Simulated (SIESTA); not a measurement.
Crystal: NiO.

```xyz
2
Lattice="0.0000 2.0859 2.0859 2.0859 0.0000 2.0859 2.0859 2.0859 0.0000" Properties=species:S:1:pos:R:3 pbc="T T T"
Ni    0.0000    0.0000    0.0000
O     2.0859    2.0859    2.0859
```

| Property | Result |
| --- | --- |
| Program | SIESTA 5.4.2 |
| Task | relaxation of cell and atoms |
| Functional | BLYP |
| Potentials or basis | PseudoDojo 0.4 standard (PBE files) |
| Basis | DZP (energy shift 0.003 Ry; two zetas on semicore shells) |
| Grid cutoff | 800 Ry |
| Energy shift | 0.003 Ry |
| k mesh | 8 × 8 × 8 |
| Occupations | fermi-dirac, width 0.05 eV |
| Spin | collinear spin, ferromagnetic start |
| Starting moments | [1.0, 0.0] μB |

At the start: pressure 15.6 GPa; volume 9.08 Å³/atom.

Q: How do energy, volume and symmetry change on relaxing?

A: Over 7 steps the energy falls by 37.3 meV/atom and the volume is 9.84 Å³/atom (+8.5 %); space group Fm-3m (No. 225, to 0.05 Å); moment 1.87 μB per cell.

The path:
```csv
step,energy change (eV),largest force (eV/Å),pressure (GPa),volume (Å³)
1,0.0000,0.0000,15.60,18.15
2,-0.0495,0.0000,8.86,18.79
3,-0.0741,0.0000,-1.06,19.84
4,-0.0746,0.0000,-0.20,19.72
5,-0.0538,0.0001,-3.11,20.10
6,-0.0746,0.0000,-0.15,19.71
7,-0.0746,0.0000,0.01,19.69
```

Final structure:
```
CELL_PARAMETERS angstrom
0.00104 2.14369 2.14369
2.14369 0.00104 2.14369
2.14369 2.14369 0.00104
ATOMIC_POSITIONS crystal
Ni 0.00000 0.00000 0.00000
O 0.50000 0.50000 0.50000
```

Caveat: short orbitals over semicore shells can move pressures by several GPa; the potentials were made for another functional, which shifts forces and pressure; the basis of atomic orbitals isn't converged, which shifts pressures, moduli and gaps; a cell with one magnetic atom can't hold antiferromagnetic order, which such compounds often take.
